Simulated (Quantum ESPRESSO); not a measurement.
# Si (P6_3/mmc) in Quantum ESPRESSO: settings compared, part 2 of 4

Quantum ESPRESSO 7.5. Earlier steps stand in the parts before.

**3. Phonons, AM05**

The input, pw.in:

```
&CONTROL
  calculation = 'scf'
  prefix = 'pwscf'
  outdir = './tmp'
  pseudo_dir = './pseudo'
  tprnfor = .true.
  tstress = .true.
  disk_io = 'low'
/
&SYSTEM
  ibrav = 0
  celldm(1) = 8
  nat = 4
  ntyp = 1
  ecutwfc = 36
  nbnd = 14
  input_dft = 'XC-000I-000I-120L-135L-000I-000I'
  occupations = 'smearing'
  smearing = 'fd'
  degauss = 0.00367493
/
&ELECTRONS
  conv_thr = 8d-10
  electron_maxstep = 120
  mixing_beta = 0.5
/
ATOMIC_SPECIES
Si    28.0850 Si.upf
CELL_PARAMETERS alat
  0.9050175871052   0.0000000000000   0.0000000000000
 -0.4525087935644   0.7837682213152   0.0000000000000
  0.0000000000000   0.0000000000000   1.4958651538947
ATOMIC_POSITIONS crystal
Si     0.6666666667    0.3333333333    0.9369905000
Si     0.3333333333    0.6666666667    0.4369905000
Si     0.6666666667    0.3333333333    0.5630095000
Si     0.3333333333    0.6666666667    0.0630095000
K_POINTS automatic
8 8 4 0 0 1
```

The input, relax.in:

```
&CONTROL
  calculation = 'vc-relax'
  prefix = 'pwscf'
  outdir = './tmp'
  pseudo_dir = './pseudo'
  tprnfor = .true.
  tstress = .true.
  disk_io = 'low'
  nstep = 40
  forc_conv_thr = 0.0001
  etot_conv_thr = 1d-06
/
&SYSTEM
  ibrav = 0
  celldm(1) = 8
  nat = 4
  ntyp = 1
  ecutwfc = 36
  nbnd = 14
  input_dft = 'XC-000I-000I-120L-135L-000I-000I'
  occupations = 'smearing'
  smearing = 'fd'
  degauss = 0.00367493
/
&ELECTRONS
  conv_thr = 8d-10
  electron_maxstep = 120
  mixing_beta = 0.5
/
&IONS
  ion_dynamics = 'bfgs'
/
&CELL
  cell_dynamics = 'bfgs'
  press = 0
  press_conv_thr = 0.2
/
ATOMIC_SPECIES
Si    28.0850 Si.upf
CELL_PARAMETERS alat
  0.9050175871052   0.0000000000000   0.0000000000000
 -0.4525087935644   0.7837682213152   0.0000000000000
  0.0000000000000   0.0000000000000   1.4958651538947
ATOMIC_POSITIONS crystal
Si     0.6666666667    0.3333333333    0.9369905000
Si     0.3333333333    0.6666666667    0.4369905000
Si     0.6666666667    0.3333333333    0.5630095000
Si     0.3333333333    0.6666666667    0.0630095000
K_POINTS automatic
8 8 4 0 0 1
```

The input, gamma.in:

```
&CONTROL
  calculation = 'bands'
  prefix = 'pwscf'
  outdir = './tmp'
  pseudo_dir = './pseudo'
  disk_io = 'low'
  verbosity = 'high'
/
&SYSTEM
  ibrav = 0
  celldm(1) = 8
  nat = 4
  ntyp = 1
  ecutwfc = 36
  nbnd = 14
  input_dft = 'XC-000I-000I-120L-135L-000I-000I'
  occupations = 'smearing'
  smearing = 'fd'
  degauss = 0.00367493
/
&ELECTRONS
  conv_thr = 1d-08
  electron_maxstep = 120
  mixing_beta = 0.5
  diago_full_acc = .true.
  startingwfc = 'random'
/
ATOMIC_SPECIES
Si    28.0850 Si.upf
CELL_PARAMETERS alat
  0.9053733870993   0.0000000000068   0.0000000000000
 -0.4526866935556   0.7840763531350   0.0000000000000
  0.0000000000000   0.0000000000000   1.4958149671152
ATOMIC_POSITIONS crystal
Si     0.6666666666    0.3333333332    0.9370711774
Si     0.3333333332    0.6666666666    0.4370711774
Si     0.6666666666    0.3333333332    0.5629288226
Si     0.3333333332    0.6666666666    0.0629288226
K_POINTS crystal
1
0.0 0.0 0.0 1
```

The input, scf2.in:

```
&CONTROL
  calculation = 'scf'
  prefix = 'pwscf'
  outdir = './tmp'
  pseudo_dir = './pseudo'
  tprnfor = .true.
  tstress = .true.
  disk_io = 'low'
/
&SYSTEM
  ibrav = 0
  celldm(1) = 8
  nat = 4
  ntyp = 1
  ecutwfc = 36
  nbnd = 14
  input_dft = 'XC-000I-000I-120L-135L-000I-000I'
  occupations = 'fixed'
/
&ELECTRONS
  conv_thr = 1d-13
  electron_maxstep = 120
  mixing_beta = 0.5
  startingpot = 'file'
/
ATOMIC_SPECIES
Si    28.0850 Si.upf
CELL_PARAMETERS alat
  0.9053733870993   0.0000000000068   0.0000000000000
 -0.4526866935556   0.7840763531350   0.0000000000000
  0.0000000000000   0.0000000000000   1.4958149671152
ATOMIC_POSITIONS crystal
Si     0.6666666666    0.3333333332    0.9370711774
Si     0.3333333332    0.6666666666    0.4370711774
Si     0.6666666666    0.3333333332    0.5629288226
Si     0.3333333332    0.6666666666    0.0629288226
K_POINTS automatic
8 8 4 0 0 1
```

The input, ph.in:

```
phonons of Si
&INPUTPH
  prefix = 'pwscf'
  outdir = './tmp'
  tr2_ph = 1d-18
  fildyn = 'dyn'
  niter_ph = 90
  alpha_mix(1) = 0.7
  epsil = True
/
0.0000000000 0.0000000000 0.0000000000
```

The input, dynmat.in:

```
&INPUT
  fildyn = 'dyn'
  asr = 'crystal'
  lperm = .true.
  filout = 'dynmat.disp'
  fileig = 'dynmat.eig'
/
```

The input, dynmat_lo.in:

```
&INPUT
  fildyn = 'dyn'
  asr = 'crystal'
  filout = 'dynmat_lo.disp'
  fileig = 'dynmat_lo.eig'
  q(1) = 0
  q(2) = 0
  q(3) = 1
/
```

Potentials or basis: PseudoDojo 0.4.1 SR PBE standard.

Run with:

```sh
> OMP_NUM_THREADS=1 mpirun -n 4 pw.x -nk 4 -in pw.in > pw.out
> OMP_NUM_THREADS=1 mpirun -n 4 pw.x -nk 4 -in relax.in > relax.out
> OMP_NUM_THREADS=1 mpirun -n 4 pw.x -in gamma.in > gamma.out
> OMP_NUM_THREADS=1 mpirun -n 4 pw.x -nk 4 -in scf2.in > scf2.out
> OMP_NUM_THREADS=1 mpirun -n 4 ph.x -nk 4 -in ph.in > ph.out
> OMP_NUM_THREADS=1 mpirun -n 1 dynmat.x -in dynmat.in > dynmat.out
> OMP_NUM_THREADS=1 mpirun -n 1 dynmat.x -in dynmat_lo.in > dynmat_lo.out
```

pw.out:

```text
This program is part of the open-source Quantum ESPRESSO suite
     for quantum simulation of materials; please cite
         "P. Giannozzi et al., J. Phys.:Condens. Matter 21 395502 (2009);
         "P. Giannozzi et al., J. Phys.:Condens. Matter 29 465901 (2017);
         "P. Giannozzi et al., J. Chem. Phys. 152 154105 (2020);
     in publications or presentations arising from this work. More details at

     IMPORTANT: XC functional enforced from input :
     Exchange-correlation= XC-000I-000I-120L-135L-000I-000I
                           (   0   0 120 135   0   0   0)
     Any further DFT definition will be discarded
     Please, verify this is what you really want

     Message from routine setup:
     using ibrav=0 with symmetry is DISCOURAGED, use correct ibrav instead

     K-points division:     npool     =       4
     Subspace diagonalization in iterative solution of the eigenvalue problem:
     a serial algorithm will be used

     G-vector sticks info
     --------------------
     sticks:   dense  smooth     PW     G-vecs:    dense   smooth      PW
     Sum         511     511    163                15891    15891    2599

     Using Slab Decomposition

     bravais-lattice index     =            0
     lattice parameter (alat)  =       8.0000  a.u.
     unit-cell volume          =     543.2592 (a.u.)^3
     number of atoms/cell      =            4
     number of atomic types    =            1
     number of electrons       =        16.00
     number of Kohn-Sham states=           14
     kinetic-energy cutoff     =      36.0000  Ry
     charge density cutoff     =     144.0000  Ry
     scf convergence threshold =      8.0E-10
     mixing beta               =       0.5000
     number of iterations used =            8  plain     mixing
     Exchange-correlation= XC-000I-000I-120L-135L-000I-000I
                           (   0   0 120 135   0   0   0)

     celldm(1)=   8.000000  celldm(2)=   0.000000  celldm(3)=   0.000000
     celldm(4)=   0.000000  celldm(5)=   0.000000  celldm(6)=   0.000000

     crystal axes: (cart. coord. in units of alat)
               a(1) = (   0.905018   0.000000   0.000000 )
               a(2) = (  -0.452509   0.783768   0.000000 )
               a(3) = (   0.000000   0.000000   1.495865 )

     reciprocal axes: (cart. coord. in units 2 pi/alat)
               b(1) = (  1.104951  0.637944 -0.000000 )
[... 52 lines left out ...]

     WARNING: libxc functional with ID  120 depends
      on external parameters: check the user_guide of
      QE if you need to modify them or to check their
      default values.

     WARNING: libxc functional with ID  135 depends
      on external parameters: check the user_guide of
      QE if you need to modify them or to check their
      default values.

     Initial potential from superposition of free atoms

     starting charge      15.9975, renormalised to      16.0000
     Starting wfcs are   16 randomized atomic wfcs

     Self-consistent Calculation

     iteration #  1     ecut=    36.00 Ry     beta= 0.50
     Davidson diagonalization with overlap
     ethr =  1.00E-02,  avg # of iterations =  4.5

     Threshold (ethr) on eigenvalues was too large:
     Diagonalizing with lowered threshold

     Davidson diagonalization with overlap
     ethr =  5.96E-04,  avg # of iterations =  2.7

     total energy              =     -33.72179704 Ry
     estimated scf accuracy    <       0.10339526 Ry
[... 12 lines left out ...]
     total energy              =     -33.72060757 Ry
     estimated scf accuracy    <       0.00022465 Ry

     iteration #  4     ecut=    36.00 Ry     beta= 0.50
     Davidson diagonalization with overlap
     c_bands:  1 eigenvalues not converged
     ethr =  1.40E-06,  avg # of iterations =  7.4

     total energy              =     -33.72067734 Ry
     estimated scf accuracy    <       0.00000150 Ry

     iteration #  5     ecut=    36.00 Ry     beta= 0.50
     Davidson diagonalization with overlap
     ethr =  9.39E-09,  avg # of iterations =  3.4
[... 18 lines left out ...]
     iteration #  8     ecut=    36.00 Ry     beta= 0.50
     Davidson diagonalization with overlap
     ethr =  7.71E-12,  avg # of iterations =  3.7

     End of self-consistent calculation

          k = 0.0000 0.0000 0.0836 (  1967 PWs)   bands (ev):

    -5.7312  -3.6827  -0.5211   4.9610   4.9610   5.5637   6.3625   6.3625
     7.4617   8.4664   8.4664   8.9921  10.0445  10.4303
[... 33 lines left out ...]
    -3.8100  -3.0813  -0.3537   0.4578   2.9405   3.8907   4.3799   4.4735
     7.0516   7.7882   8.2487   9.5165  11.0523  12.9370

          k = 0.0000-0.6379 0.0836 (  1978 PWs)   bands (ev):

    -3.5434  -2.0610  -1.2529   0.2923   1.9600   3.4078   3.6200   4.8994
     6.8371   8.2787   9.2494   9.6869  11.1840  11.2177

          k = 0.0000-0.6379 0.2507 (  1992 PWs)   bands (ev):

    -3.1847  -2.5541  -1.1260  -0.4761   3.2646   3.7362   4.3137   4.3211
     7.1307   7.2217   8.2917   8.6721  11.0379  13.1162

          k = 0.1381 0.2392 0.0836 (  1972 PWs)   bands (ev):
[... 46 lines left out ...]
    -2.6856  -2.2833  -1.0347  -0.6146   1.8175   2.4775   3.9016   4.3447
     8.0197   8.5620   9.1865  10.6009  11.3440  11.5304

     the Fermi energy is     6.5872 ev

!    total energy              =     -33.72067901 Ry
     estimated scf accuracy    <          8.7E-11 Ry
     smearing contrib. (-TS)   =      -0.00001515 Ry
     internal energy E=F+TS    =     -33.72066386 Ry

     The total energy is F=E-TS. E is the sum of the following terms:
     one-electron contribution =       9.78199589 Ry
     hartree contribution      =       2.19721982 Ry
     xc contribution           =     -12.20972587 Ry
     ewald contribution        =     -33.49015370 Ry

     convergence has been achieved in   8 iterations

     Forces acting on atoms (cartesian axes, Ry/au):

     atom    1 type  1   force =    -0.00000000    0.00000000    0.00032971
     atom    2 type  1   force =    -0.00000000   -0.00000000    0.00032971
     atom    3 type  1   force =     0.00000000    0.00000000   -0.00032971
     atom    4 type  1   force =     0.00000000    0.00000000   -0.00032971

     Total force =     0.000659     Total SCF correction =     0.000002

     Computing stress (Cartesian axis) and pressure

          total   stress  (Ry/bohr**3)                   (kbar)     P=        0.59
   0.00000491   0.00000000   0.00000000            0.72        0.00        0.00
   0.00000000   0.00000491   0.00000000            0.00        0.72        0.00
   0.00000000  -0.00000000   0.00000229            0.00       -0.00        0.34

=------------------------------------------------------------------------------=
   JOB DONE.
=------------------------------------------------------------------------------=
```

relax.out:

```text
This program is part of the open-source Quantum ESPRESSO suite
     for quantum simulation of materials; please cite
         "P. Giannozzi et al., J. Phys.:Condens. Matter 21 395502 (2009);
         "P. Giannozzi et al., J. Phys.:Condens. Matter 29 465901 (2017);
         "P. Giannozzi et al., J. Chem. Phys. 152 154105 (2020);
[... 1425 lines left out ...]
  -0.00000000  -0.00000024  -0.00000000           -0.00       -0.04       -0.00
   0.00000000   0.00000000  -0.00000104            0.00        0.00       -0.15

=------------------------------------------------------------------------------=
   JOB DONE.
=------------------------------------------------------------------------------=
```

gamma.out:

```text
This program is part of the open-source Quantum ESPRESSO suite
     for quantum simulation of materials; please cite
         "P. Giannozzi et al., J. Phys.:Condens. Matter 21 395502 (2009);
         "P. Giannozzi et al., J. Phys.:Condens. Matter 29 465901 (2017);
         "P. Giannozzi et al., J. Chem. Phys. 152 154105 (2020);
[... 355 lines left out ...]

          k = 0.0000 0.0000 0.0000 (  1967 PWs)   bands (ev):

    -5.7847  -3.4892  -0.8144   4.9109   4.9109   6.1040   6.4524   6.4524
     7.3944   8.3681   8.3681   8.7183   9.8869  10.5397

=------------------------------------------------------------------------------=
   JOB DONE.
=------------------------------------------------------------------------------=
```

Run time: 3 min. Hardware: 4 MPI ranks of Intel Xeon at 2.50GHz (Skylake/Cascade Lake), shared host; peak memory 0.28 GiB.

What came out:

```yaml
Free_energy: -458.7932 eV
Relaxed_volume: 20.14 Å³/atom
Relaxed_cell: a = 3.833 Å, b = 3.833 Å, c = 6.332 Å, α = 90.00°, β = 90.00°, γ = 120.00°
Space_group_after_relaxing_to_0.05_Å: P6_3/mmc (No. 194)
Pressure_after_relaxing: 0.0 GPa
Electronic_dielectric_tensor_diagonal: 13.96, 13.96, 14.49
Born_charges_mean_of_the_diagonal: Si -0.06 e
Highest_phonon_frequency_at_Γ: 504 cm⁻¹
Static_dielectric_tensor_diagonal: 13.96, 13.96, 14.49
```

Final structure:
```
Si
1.0
     3.83282    0.00000    0.00000
    -1.91641    3.31932    0.00000
     0.00000    0.00000    6.33241
Si
4
Cartesian
  1.9164 1.1064 5.9339
  0.0000 2.2129 2.7677
  1.9164 1.1064 3.5647
  0.0000 2.2129 0.3985
```

Phonon frequencies in cm⁻¹ (negative: imaginary):
```tsv
q point	frequencies
(0.000, 0.000, 0.000)	-3 -3 -2 95 95 368 410 489 489 504 504 504
```

Electronic dielectric tensor:
```
13.96  0.00  0.00
 0.00 13.96  0.00
 0.00  0.00 14.49
```

Born effective charge tensors (e):
atom 1, Si
```
-0.08  0.00  0.00
 0.00 -0.08  0.00
 0.00  0.00 -0.03
```
atom 2, Si
```
-0.08  0.00  0.00
 0.00 -0.08  0.00
 0.00  0.00 -0.03
```
atom 3, Si
```
-0.08  0.00  0.00
 0.00 -0.08  0.00
 0.00  0.00 -0.03
```
atom 4, Si
```
-0.08  0.00  0.00
 0.00 -0.08  0.00
 0.00  0.00 -0.03
```

Optical modes at Γ, degenerate ones joined, polar ones without the macroscopic field:
```
cm⁻¹  components  symmetry  active in  IR intensity, summed ((D/Å)²/amu)
  95           2       E2u     silent                               0.00
 368           1       B1g     silent                               0.00
 410           1       B2u     silent                               0.00
 489           2       E2g      Raman                               0.00
 504           1       A1g      Raman                               0.00
 504           2       E1g      Raman                               0.00
```

Static dielectric tensor, electrons and zone-centre modes:
```
13.96  0.00  0.00
 0.00 13.96  0.00
 0.00  0.00 14.49
```

Caveat: the mesh is thin for the dielectric tensor, Born charges and intensities, which usually come out too large; the potentials were made for another functional, which shifts forces and pressure; the gap on the mesh is small and may close between mesh points, in which case fixed occupations spoil the response; the Born charges break their sum rule by 0.26 e, a sign of too thin a mesh.

[end of part 2 of 4]
